## The question

Grey tin is a soft crystal in which each atom has four close neighbours. Density-functional theory gives its lattice constant with an error that depends on the details of the calculation. A process engineer who takes such a value from a database may want to know what sets the error: the functional, the potential that stands in for the core electrons, or an added dispersion term. Two results are hidden below, one for plain PBE and one for PBE with the D4 dispersion correction. How far can the other rows and some simple physics take us towards them?

Grey tin (two-atom diamond-structure cell) in Kohn–Sham DFT with ABINIT 10.8.3, FLEUR MaX-R8.1 (patched build s14) and Quantum ESPRESSO 7.5, without spin polarisation or spin–orbit coupling and with Fermi–Dirac smearing of 0.05 eV. Rest volumes come from fits to energy–volume curves. The measured cubic lattice constant is 6.489 Å (arXiv:1909.12270).

```csv
program,functional,how the value is got,potentials or basis,wave cutoff (eV),k-mesh,computed lattice constant (Å),"computed over measured, less one (%)"
ABINIT 10.8.3 (1),LDA,from the rest volume of the fit,HGH LDA,435.4,7x7x7,6.407,-1.27
FLEUR MaX-R8.1 (patched build s14) (1),PZ,from the rest volume of the fit,all electron,n/a,7x7x7,6.472,-0.27
ABINIT 10.8.3 (2),LDA-PZ,from the rest volume of the fit,JTH PAW LDA v2.0,408.2,7x7x7,6.479,-0.15
ABINIT 10.8.3 (3),LDA-PZ,from the rest volume of the fit,JTH PAW LDA v2.0 sp,408.2,7x7x7,6.482,-0.11
ABINIT 10.8.3 (4),PBE+D2,from the rest volume of the fit,JTH PAW PBE v2.0,408.2,7x7x7,6.511,0.35
ABINIT 10.8.3 (5),SOGGA,from the rest volume of the fit,JTH PAW PBE v2.0 sp,408.2,7x7x7,6.525,0.55
FLEUR MaX-R8.1 (patched build s14) (2),Wigner,from the rest volume of the fit,all electron,n/a,7x7x7,6.548,0.90
ABINIT 10.8.3 (6),PBE,from the rest volume of the fit,JTH PAW PBE v2.0,272.1,7x7x7,?,?
ABINIT 10.8.3 (7),revPBE+D3(BJ),from the rest volume of the fit,JTH PAW PBE v2.0,408.2,7x7x7,6.559,1.07
Quantum ESPRESSO 7.5,PBE+D4,from the rest volume of the fit,PseudoDojo 0.4.1 SR PBE standard,979.6,7x7x7,?,?
```

## What the known rows settle

PZ is a local-density functional: it uses only the electron density at each point. Three rows use it, one all-electron and two with PAW potentials, and they agree to within 0.01 Å around a mean of 6.478 Å. The choice among these three treatments of the core therefore matters little. One of the PAW rows also warns that its atomic spheres overlap, so the order of the three carries no meaning.

The LDA row with the HGH potential is about 0.07 Å shorter than that mean. Its functional is of the same local kind, so the potential is the main suspect. Treating only four electrons per atom as valence does not explain the difference by itself, because one of the normal PAW rows does the same. HGH potentials lack a correction for the overlap of core and valence density, which is a likely cause but an untested one here.

The functional itself can matter as much. In the two all-electron rows, a change from PZ to Wigner, another local functional, lengthens the lattice by 0.076 Å. The Wigner fit is flagged as doubtful, but its lowest computed energy also lies at a larger volume than that of PZ, so the direction is safe. The remaining known rows use functionals that also respond to the density gradient, but two of them include a dispersion correction. Their closeness to experiment thus belongs to the combination, and the part due to dispersion has to be taken out before plain PBE can be judged.

## Dispersion as a weight on a spring

Imagine a vertical spring with a weight resting on it. Remove the weight, and the spring lengthens by the load divided by the stiffness. In the PBE+D2 crystal, PBE supplies the spring and D2 the weight. The picture is limited in one respect: the dispersion pull fades as the atoms move apart, whereas a real weight stays the same.

D2 gives each pair of atoms at distance $r$ the energy

$$E(r)=-s_6\,\frac{C_6}{r^6}\,f(r).$$

Here $C_6$ measures the strength of the attraction, $s_6$ is a scale factor chosen for PBE, and $f$ switches the term off at short range. The nearest neighbours are almost entirely switched off. The twelve second neighbours, at about 4.6 Å, supply the largest share of the pull.

Summed over the diamond lattice with rough recalled parameters, this attraction acts as an inward pressure $P$ of 2.87 GPa. The bulk modulus $B$ of the PBE+D2 crystal, taken from the fit to its energy curve, is 39.45 GPa. For small changes of the lattice constant $a$,

$$\frac{\delta a}{a}\approx\frac{P}{3B}=\frac{2.87}{3\times39.45}\approx0.024 .$$

Multiplied by 6.511 Å, this gives a lengthening of about 0.16 Å when D2 is removed. Solving for the volume at which the PBE pressure alone vanishes gives 0.146 Å. The fading of the pull slightly outweighs the softening of the expanded crystal.

The same ratio shows where dispersion matters most. Strongly polarisable atoms raise the pressure, and a soft crystal yields more to it. Soft solids made of heavy, polarisable atoms should therefore respond more than light, stiff ones.

## Two forecasts

**PBE: 6.66 ± 0.10 Å.** This is the PBE+D2 value with the weight removed, so it is longer than PBE+D2. The estimate reaches somewhat beyond the volumes that were computed. The bar is wide mainly because this row has only two thirds of the plane-wave cutoff used for PBE+D2, and its energy curve is marked as doubtful. I cannot derive the direction of that error.

**PBE+D4: 6.58 ± 0.06 Å.** D4 adapts its coefficients to the surroundings of each atom and is damped more softly than D2. I take its pull to be about half as strong, which is a judgement. The forecast then falls midway between PBE+D2 and the estimate for plain PBE.

A simpler idea can be set against these forecasts: perhaps only the family of the functional counts. A fit with one mean for local functionals and another for gradient-corrected ones was made to the seven known rows other than HGH. It puts both hidden values at 6.53 Å.

The withheld rows as computed:

```csv
program,functional,how the value is got,potentials or basis,wave cutoff (eV),k-mesh,computed lattice constant (Å),"computed over measured, less one (%)"
ABINIT 10.8.3 (6),PBE,from the rest volume of the fit,JTH PAW PBE v2.0,272.1,7x7x7,6.552,0.97
Quantum ESPRESSO 7.5,PBE+D4,from the rest volume of the fit,PseudoDojo 0.4.1 SR PBE standard,979.6,7x7x7,6.569,1.23
```

## One miss and one hit

The PBE forecast fails. The computed value is 6.552 Å, so the unrounded estimate is 0.105 Å too long and the result falls just outside the bar. Only the direction relative to PBE+D2 is right. The family mean lands closer, with a miss of 0.02 Å, but the next section shows that the computed value is itself unsound.

The listing by rising lattice constant had already pinned this value to about 6.55 Å, and had shown that PBE+D4 would be the longer of the two. The forecasts left these clues aside and relied on the physics.

The PBE+D4 forecast holds: the computed value is 6.569 Å, 0.015 Å below the estimate. The family mean misses this row by 0.037 Å. The hit is a modest test, however, because the bar covers most of the interval between PBE+D2 and the estimate for plain PBE. A weaker D4 pull acting on a shorter PBE lattice would give the same number.

The forecast order fails too. PBE+D4 was to be shorter than plain PBE, but in the table it is 0.017 Å longer.

## Why the plain PBE row looks too short

An attractive correction normally shortens a lattice. The two PBE rows without and with D4 come from different programs and potentials, so a reversal of 0.017 Å would not be alarming by itself. What stands out is that the expected shortening of several hundredths of an ångström is absent.

The comparison with PBE+D2 points the same way. Those two rows share a program and a potential set, yet they differ by only $6.552-6.511=0.041$ Å, where the pair sum predicts 0.146 Å. Roughness in the recalled parameters is a weak excuse: an error of ten percent in $C_6$ would change the prediction by only about 0.015 Å.

The energy curve of the plain PBE row shows that its minimum cannot be trusted. As a crystal is expanded towards its rest volume, the energy should fall in steadily shrinking steps. Here the successive drops are 26, 19, 38, 13 and 13 meV per atom, followed by a rise of 12. The fit turns this uneven curve into a bulk modulus of 209.5 GPa, about five times that of PBE+D2. Removing a dispersion term cannot stiffen tin so much.

The low cutoff is the likely cause. The potential set treats the compact 4d electrons of tin explicitly, and these need plane waves of short wavelength. The pressures printed by the run also point to too small a basis: they stay near −50 GPa at every volume, even around the lowest energy, whereas those of the PBE+D2 run pass through zero close to its lowest energy. An energy error that changes with volume acts like a false pressure on the crystal. A change of the order of 10 meV per atom for each Å³ is enough to move the minimum by 0.1 Å, yet it is tiny beside the total energy.

What a sound PBE curve would give remains open. The present volumes end at a lattice constant of 6.59 Å, short of the forecast. Repeating the curve at the cutoff of the PBE+D2 row, and out to larger volumes, would decide the matter: a clearly longer lattice would support the spring picture, while an unchanged one would show that the picture overstates the pull of D2.

## What a small error means

Plain PBE ends up 1.0% above the measured lattice constant and PBE+D4 1.2% above it. Read alone, these figures suggest that D4 makes PBE slightly worse. They cannot support that conclusion, because the plain PBE figure comes from a faulty energy curve, and the program and potential change as well.

The PZ rows and PBE+D2 come closer, within 0.4% of the measured value. Even so, this does not rank the functionals. The measured value includes thermal expansion and zero-point motion, whereas the calculations leave out both of these as well as spin-orbit coupling.

For practical use, a difference between two database entries should be credited to the functional only when potential, cutoff and dispersion term match. In this table a change of potential or of functional can each move the lattice by about 0.07 Å, and the estimated pull of D2 is twice that. The printed output below gives the pressure estimate, both forecasts and the family fit.

Output of the analysis:

```
mean lattice constant of the three PZ rows, Å: 6.478
spread of the three PZ rows, Å: 0.01
HGH LDA row less mean of the PZ rows, Å: -0.07067
Wigner less PZ, both all-electron, Å: 0.076
D2 pressure at the PBE+D2 lattice constant (negative pulls inward), GPa: -2.867
forecast for PBE without dispersion, Å: 6.657
error bar of the PBE forecast (judgement), Å: 0.1
lengthening when D2 is taken out, Å: 0.1464
forecast for PBE+D4, Å: 6.584
error bar of the PBE+D4 forecast (judgement), Å: 0.06
computed PBE at low cutoff, Å: 6.552
PBE forecast less computed, Å: 0.1054
computed PBE+D4, Å: 6.569
PBE+D4 forecast less computed, Å: 0.0152
computed PBE+D4 less computed PBE at low cutoff, Å: 0.017
cutoff of the PBE row over that of the PBE+D2 row: 0.6666
fit of y on 7 rows (~has(pot, 'HGH')): constant 6.495 +/- 0.016, coefficient of grad 0.03642 +/- 0.024; rms 0.0267, worst FLEUR MaX-R8.1 (patched build s14) (2) -0.0528, leave-one-out rms 0.0367
  rows outside the fit (model, value, miss): ABINIT 10.8.3 (1) 6.495, 6.407, 0.0882; ABINIT 10.8.3 (6) 6.532, 6.552, -0.0203; Quantum ESPRESSO 7.5 6.532, 6.569, -0.0373
```
